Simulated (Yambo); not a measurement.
# GaSb (F-43m) in Yambo: notebook, part 2 of 3

Yambo 5.3.0. Earlier steps stand in the parts before.

## (4) Optical spectrum, PBE

Input file optics3.in:

```
optics
chi
tddft
Chimod= "LRC"
% BndsRnXd
 1 | 39 |
%
NGsBlkXd= 3 Ry
% LongDrXd
 1 | 0 | 0 |
%
% QpntsRXd
 1 | 1 |
%
% EnRngeXd
 0 | 20 | eV
%
% DmRngeXd
 0.1 | 0.1 | eV
%
ETStpsXd= 200
LRC_alpha= -0.2
```

Input file scf.in:

```
&CONTROL
  calculation = 'scf'
  prefix = 'pwscf'
  outdir = './tmp'
  pseudo_dir = './pseudo'
/
&SYSTEM
  ibrav = 0
  nat = 2
  ntyp = 2
  ecutwfc = 80
  nbnd = 21
  occupations = 'smearing'
  smearing = 'fd'
  degauss = 0.00367493
  force_symmorphic = .true.
/
&ELECTRONS
  conv_thr = 4d-10
  electron_maxstep = 120
  mixing_beta = 0.5
/
ATOMIC_SPECIES
Sb   121.7600 Sb.upf
Ga    69.7230 Ga.upf
CELL_PARAMETERS angstrom
   0.0000000000    3.0590000000    3.0590000000
   3.0590000000    0.0000000000    3.0590000000
   3.0590000000    3.0590000000    0.0000000000
ATOMIC_POSITIONS crystal
Sb     0.7500000000    0.7500000000    0.7500000000
Ga     0.0000000000    0.0000000000    0.0000000000
K_POINTS automatic
10 10 10 0 0 0
```

Input file nscf.in:

```
&CONTROL
  calculation = 'nscf'
  prefix = 'pwscf'
  outdir = './tmp'
  pseudo_dir = './pseudo'
/
&SYSTEM
  ibrav = 0
  nat = 2
  ntyp = 2
  ecutwfc = 80
  nbnd = 44
  occupations = 'smearing'
  smearing = 'fd'
  degauss = 0.00367493
  force_symmorphic = .true.
/
&ELECTRONS
  conv_thr = 1d-08
  diago_full_acc = .true.
  diago_thr_init = 1d-06
/
ATOMIC_SPECIES
Sb   121.7600 Sb.upf
Ga    69.7230 Ga.upf
CELL_PARAMETERS angstrom
   0.0000000000    3.0590000000    3.0590000000
   3.0590000000    0.0000000000    3.0590000000
   3.0590000000    3.0590000000    0.0000000000
ATOMIC_POSITIONS crystal
Sb     0.7500000000    0.7500000000    0.7500000000
Ga     0.0000000000    0.0000000000    0.0000000000
K_POINTS automatic
10 10 10 0 0 0
```

Potentials or basis: PseudoDojo 0.4.1 SR PBE standard.

Launch:

```
$ OMP_NUM_THREADS=1 pw.x -in scf.in > scf.out
$ OMP_NUM_THREADS=1 pw.x -in nscf.in > nscf.out
$ cd tmp/pwscf.save; p2y; mv SAVE ../..; cd ../..
$ OMP_NUM_THREADS=1 yambo
$ OMP_NUM_THREADS=1 yambo -F optics3.in -J optics3 -C optics3_out
```

Yambo's report:

```text
[... sections 02.01 to 02.04 as in the set-up run ...]

  [02.05] Energies & Occupations
  ==============================

  [X] === General ===
  [X] Electronic Temperature                        :  0.258606E-1   300.100    [eV K]
  [X] Bosonic    Temperature                        :  0.258606E-1   300.100    [eV K]
  [X] Finite Temperature mode                       : yes
  [X] El. density                                   :  0.48909E+24 [cm-3]
  [X] Fermi Level                                   :  8.362278 [eV]

  [X] === Gaps and Widths ===
  [X] Conduction Band Min                           :  8.362278 [eV]
  [X] Valence Band Max                              :  8.362278 [eV]
  [X] Filled Bands                                  :  11
  [X] Metallic Bands                                :  12  15
  [X] Empty Bands                                   :   16   44

  [X] === Metallic Characters ===
  [X] N of el / N of met el                         :  28.00000   6.00017
  [X] Average metallic occ.                         :  0.375011

  [WARNING] [X] Metallic system

 [03] Transferred momenta grid and indexing
[... 57 lines left out ...]

 [04] Dipoles
 ============

  [04.01] Setup: observables and procedures
  =========================================

  [WF-Oscillators/G space/Transverse up loader] Normalization (few states)  min/max  :  0.34694E-17   1.0000

  [WR./optics3//ndb.dipoles]------------------------------------------------------
   Brillouin Zone Q/K grids (IBZ/BZ)                :    47  1000    47  1000
   RL vectors                                       :   5817 [WF]
   Fragmentation                                    : yes
   Electronic Temperature                           :  300.1000 [K]
   Bosonic    Temperature                           :  300.1000 [K]
   DIP band range                                   :    1   39
   DIP band range limits                            :  15  12
   DIP e/h energy range                             : -1.000000 -1.000000 [eV]
   RL vectors in the sum                            :   5817
   [r,Vnl] included                                 : yes
   Bands ordered                                    : yes
   Direct v evaluation                              : no
   Approach used                                    : G-space v
   Dipoles computed                                 : R V P [G-space]
   Wavefunctions                                    : Perdew, Burke & Ernzerhof(X)+Perdew, Burke & Ernzerhof(C)

  [WARNING] [r,Vnl^pseudo] included in position and velocity dipoles.

  [WARNING] In case H contains other non local terms, these are neglected

 [05] Optics
 ===========

 [X-CG] R(p) Tot o/o(of R):    13097   352590      100

 [WARNING] The system is a metal but Drude term not included.
```

Run time: 2.9 min. Hardware: 1 thread of Arm Neoverse V2, shared host; peak memory 0.72 GiB.

Results:

```yaml
Band_gap_on_the_k_mesh_mean-field_level: none (metal or under the smearing width)
```

Dielectric function (along the field direction of the input):
```
energy (eV)  real part  imaginary part
       0.30     -27.41           14.24
       0.90      21.01            7.78
       1.61      -9.07           24.11
       2.31       7.00           13.43
       3.02       7.85           14.34
       3.62     -14.87           19.99
       4.32      -1.44           13.02
       5.03      -7.42            6.67
       5.73      -4.38            4.40
       6.33      -2.96            3.12
       7.04      -2.94            1.77
       7.74      -2.72            1.60
       8.44      -1.56            1.73
       9.05      -1.67            0.94
       9.75      -1.06            1.05
      10.45      -0.85            0.70
      11.16      -0.65            0.57
      11.76      -0.44            0.40
      12.46      -0.22            0.47
      13.17      -0.23            0.28
      13.87       0.00            0.24
      14.47       0.11            0.26
      15.18       0.14            0.23
      15.88       0.26            0.22
      16.58       0.39            0.19
      17.19       0.39            0.21
      17.89       0.48            0.16
      18.59       0.49            0.21
      19.30       0.53            0.18
      20.00       0.57            0.19
```

Caveat: the intraband (Drude) term of the metal is left out; the ground state has no gap, which makes the many-body step unreliable; the long-range kernel's strength is typed, not fitted to the crystal's screening; independent-particle spectra lack excitons. The run has no spin-orbit coupling, so splittings on Sb are missing.

## (5) Optical spectrum by the Bethe-Salpeter equation, PBE

Input file bse4.in:

```
optics
bse
bss
rim_cut
RandQpts= 1000000
RandGvec= 50 RL
BSKmod= "HARTREE"
BSEmod= "retarded"
BSSmod= "h"
% BSEQptR
 1 | 1 |
%
% BSEBands
 12 | 18 |
%
BSENGexx= 20 Ry
% BEnRange
 0 | 20 | eV
%
% BDmRange
 0.1 | 0.1 | eV
%
BEnSteps= 200
% BLongDir
 1 | 0 | 0 |
%
BSEprop= "abs"
BSHayTrs= -0.02
```

scf.in is that of step 4.

nscf.in is that of step 4.

Potentials or basis: PseudoDojo 0.4.1 SR PBE standard.

Launch:

```
$ OMP_NUM_THREADS=1 pw.x -in scf.in > scf.out
$ OMP_NUM_THREADS=1 pw.x -in nscf.in > nscf.out
$ cd tmp/pwscf.save; p2y; mv SAVE ../..; cd ../..
$ OMP_NUM_THREADS=1 yambo
$ OMP_NUM_THREADS=1 yambo -F bse4.in -J bse4 -C bse4_out
```

Yambo's report:

```text
[... sections 02.01 to 02.04 as in the set-up run ...]

  [02.05] Energies & Occupations
  ==============================

  [X] === General ===
  [X] Electronic Temperature                        :  0.258606E-1   300.100    [eV K]
  [X] Bosonic    Temperature                        :  0.258606E-1   300.100    [eV K]
  [X] Finite Temperature mode                       : yes
  [X] El. density                                   :  0.48909E+24 [cm-3]
  [X] Fermi Level                                   :  8.362278 [eV]

  [X] === Gaps and Widths ===
  [X] Conduction Band Min                           :  8.362278 [eV]
  [X] Valence Band Max                              :  8.362278 [eV]
  [X] Filled Bands                                  :  11
  [X] Metallic Bands                                :  12  15
  [X] Empty Bands                                   :   16   44

  [X] === Metallic Characters ===
  [X] N of el / N of met el                         :  28.00000   6.00017
  [X] Average metallic occ.                         :  0.375011

  [WARNING] [X] Metallic system

 [03] Transferred momenta grid and indexing
 ==========================================

 IBZ Q-points                                      :   47
 BZ  Q-points                                      :  1000

 K/Q-points units:
 rlu = crystal or reduced units; cc = cartesian coordinates; iku = interal k-units

 Q [ 1]         [rlu]:  0.000000  0.000000  0.000000
 Q [ 2]         [rlu]: -0.80020E-18 -0.80020E-18  0.10000
 Q [ 3]         [rlu]: -0.27103E-17 -0.27103E-17  0.20000
 Q [ 4]         [rlu]:  0.84230E-17  0.84230E-17  0.30000
 Q [ 5]         [rlu]:  0.31214E-16  0.31214E-16  0.40000
 Q [ 6]         [rlu]:  0.63676E-16  0.63676E-16 -0.50000
 Q [ 7]         [rlu]: -0.78484E-17  0.10000      0.10000
 Q [ 8]         [rlu]: -0.77391E-17  0.10000      0.20000
 Q [ 9]         [rlu]: -0.27103E-17  0.10000      0.30000
 Q [10]         [rlu]:  0.62031E-17  0.10000      0.40000
 Q [11]         [rlu]: -0.54206E-17  0.10000      0.50000
 Q [12]         [rlu]:  0.81651E-17  0.10000     -0.40000
 Q [13]         [rlu]: -0.56785E-17  0.10000     -0.30000
 Q [14]         [rlu]: -0.33959E-16  0.10000     -0.20000
 Q [15]         [rlu]:  0.15478E-16  0.10000     -0.10000
[... 30 lines left out ...]
 Q [46]         [rlu]:  0.200000  0.400000 -0.300000
 Q [47]         [rlu]:  0.200000 -0.500000 -0.300000

 [04] Coloumb potential Random Integration (RIM)
 ===============================================

  [04.01] RIM initialization
  ==========================

  * Diagonal components only detected *

  8 x (sBL volume)        :  0.005136 [a.u.]
  sBZ random points       :  1000000
  Points outside the sBZ  :   7968281
  RL volume               :  0.642058 [a.u.]
  Integrated volume       :  0.644614 [a.u.]

  [04.02] RIM integrals
  =====================

  Gamma point sphere radius             :  0.031297 [a.u.]
  Points outside the sphere             :   800476
  [Int_sBZ(q=0) 1/q^2]*(Vol_sBZ)^(-1/3) =:  7.776341
                                 should be <:  7.795600
  [WR./bse4//ndb.RIM]-------------------------------------------------------------
   Brillouin Zone Q/K grids (IBZ/BZ)                :    47  1000    47  1000
   Coulomb cutoff potential                         : none
   Coulombian RL components                         :   51
   Coulombian diagonal components                   : yes
   RIM random points                                :  1000000
   RIM  RL volume             [a.u.]                :  0.644614
   Real RL volume             [a.u.]                :  0.642058
   Eps^-1 reference component                       : 0
   Eps^-1 components                                :  0.000000  0.000000  0.000000
   RIM anysotropy factor                            :  0.000000

  Summary of Coulomb integrals for non-metallic bands |Q|[au] RIM/Bare

  Q [1] 0.100000E-4 0.997530 * Q [2] 0.094131 1.068455
  Q [7] 0.108693 1.068048 * Q [15] 0.153715 1.030576
  Q [8] 0.180247 1.023062 * Q [3] 0.188262 1.020347
  Q [16] 0.217386 1.017473 * Q [14] 0.236891 1.014899
  Q [32] 0.243045 1.014273 * Q [9] 0.266242 1.012332
  Q [17] 0.282393 1.011668 * Q [4] 0.282393 1.011206
[... 15 lines left out ...]
  Q [43] 0.543465 1.006152 * Q [44] 0.554228 1.005775
  Q [46] 0.562165 1.006001 * Q [30] 0.564785 1.005889
  Q [47] 0.585330 1.005567

 [05] Dipoles
 ============

  [05.01] Setup: observables and procedures
  =========================================

  [WF-Oscillators/G space/Transverse up loader] Normalization (few states)  min/max  :  0.20610E-15   1.0000

  [WR./bse4//ndb.dipoles]---------------------------------------------------------
   Brillouin Zone Q/K grids (IBZ/BZ)                :    47  1000    47  1000
   RL vectors                                       :   5817 [WF]
   Fragmentation                                    : yes
   Electronic Temperature                           :  300.1000 [K]
   Bosonic    Temperature                           :  300.1000 [K]
   DIP band range                                   :  12  18
   DIP band range limits                            :  15  12
   DIP e/h energy range                             : -1.000000 -1.000000 [eV]
   RL vectors in the sum                            :   5817
   [r,Vnl] included                                 : yes
   Bands ordered                                    : yes
   Direct v evaluation                              : no
   Approach used                                    : G-space v
   Dipoles computed                                 : R V P [G-space]
   Wavefunctions                                    : Perdew, Burke & Ernzerhof(X)+Perdew, Burke & Ernzerhof(C)

  [WARNING] [r,Vnl^pseudo] included in position and velocity dipoles.

  [WARNING] In case H contains other non local terms, these are neglected

 [06] Bethe Salpeter Equation driver
 ===================================

  [06.01] Bethe Salpeter Equation @q1
  ===================================

   [06.01.01] Transition pre-analysis @q1
   ======================================

   [06.01.02] Transition Groups build-up @q1
   =========================================

   [BSK] Transition groups (total):   47
   [BSK] Size (resonant):  12043
   [BSK]         (total):  12043
   [BSK] N. of matrices :  1

   [06.01.03] Loading Dipoles @q1
   ==============================

   [06.01.04] Independent Particles properties @q1
   ===============================================

   [WARNING] The system is a metal but Drude term not included.

   [06.01.05] BSE Kernel @q1 (Resonant EXCHANGE)
   =============================================

   [BSE] Exchange components :   609

   [06.01.06] Main kernel loop
   ===========================

   [WR./bse4//ndb.BS_Q1_CPU_0]-----------------------------------------------------
    Brillouin Zone Q/K grids (IBZ/BZ)                :    47  1000    47  1000
    RL vectors                                       :   5817 [WF]
    Coulomb cutoff potential                         : none
    Parallel CPUs
    Parallel Roles
    Fragmentation                                    : no
    BS kernel          wavefunctions                 : Perdew, Burke & Ernzerhof(X)+Perdew, Burke & Ernzerhof(C)
    Static diel. fun.  energies                      : Perdew, Burke & Ernzerhof(X)+Perdew, Burke & Ernzerhof(C)
    wavefunctions                                    : Perdew, Burke & Ernzerhof(X)+Perdew, Burke & Ernzerhof(C)
    [K] Identifier                                   :   3691
    [K] Dimension                                    :  12043
    [K] Bands                                        :  12  18
    [K] Exchange                                     : yes [res]
    [K] Correlation                                  : no [res]
    [K] Kernel`s coupling                            : no
    [K] Exchange                                     : no [cpl]
    [K] Correlation                                  : no [cpl]
    [K] W interaction is bare                        : no
    [K] ALDA kernel in R-space                       : no
    [K] RL vectors                                   :   609 [exchange]
    [K] E/h energy range                             : -1.000000 -1.000000 [eV]
    [K] Coupling range                               :  100.0000  100.0000 [o/o]
    [K] Kernel long-range exchange                   : BAR

  [06.02] BSE solver(s) @q1
  =========================

  [06.03] Haydock Solver in the optics basis @q1 using the hermitian scheme
  =========================================================================

  Accuracy (requested)      : -0.020000 [o/o]
  Accuracy (reached)        :  0.018397 [o/o]
  Iterations                :  130
```

Run time: 6.8 min. Hardware: 1 thread of Arm Neoverse V2, shared host; peak memory 1.6 GiB.

Results:

| Property | Result |
| --- | --- |
| Band gap on the k mesh, mean-field level | none (metal or under the smearing width) |

Dielectric function (along the field direction of the input):
| energy (eV) | real part | imaginary part |
| --- | --- | --- |
| 0.30 | -34.23 | 40.90 |
| 1.31 | 20.25 | 10.47 |
| 2.31 | 8.92 | 10.84 |
| 3.32 | 12.67 | 18.38 |
| 4.42 | 0.52 | 16.10 |
| 5.43 | -4.70 | 4.79 |
| 6.43 | -3.23 | 4.99 |
| 7.54 | -3.17 | 3.25 |
| 8.54 | -2.04 | 2.38 |
| 9.55 | -1.81 | 1.24 |
| 10.65 | -2.15 | 0.92 |
| 11.66 | -1.25 | 0.27 |
| 12.66 | -0.70 | 0.09 |
| 13.77 | -0.35 | 0.04 |
| 14.77 | -0.12 | 0.02 |
| 15.78 | 0.05 | 0.01 |
| 16.88 | 0.19 | 0.01 |
| 17.89 | 0.29 | 0.01 |
| 18.89 | 0.37 | 0.01 |
| 20.00 | 0.45 | 0.01 |

Caveat: the intraband (Drude) term of the metal is left out; the ground state has no gap, which makes the many-body step unreliable; the mesh is thin for optics, so peaks and dielectric constants aren't converged. The run has no spin-orbit coupling, so splittings on Sb are missing.

(Part 2 of 3 ends here.)
